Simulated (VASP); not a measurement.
```
SrF2
1.0
    0.00000     2.99086     2.99086
    2.99086     0.00000     2.99086
    2.99086     2.99086     0.00000
Sr F
1 2
Direct
  0.00000   0.00000   0.00000
  0.25000   0.25000   0.25000
  0.75000   0.75000   0.75000
```

All values below come from PBE GGA, VASP's PBE PAW potentials (set 64) (plane waves; VASP). Numerical set-up: 520 eV cut-off, 7×7×7 Γ-centred mesh, Gaussian smearing of 0.050 eV, potentials Sr_sv F.

**Question.** Give the stress tensor in GPa (positive for a compressed cell).

**Answer.** 
```
-3.40   0.00   0.00
 0.00  -3.40   0.00
 0.00   0.00  -3.40
```
The pressure is its mean diagonal, -3.40 GPa.

The compound is SrF2 in the fluorite structure. This cell is one point of a volume scan, at 1.06 of the reference volume.
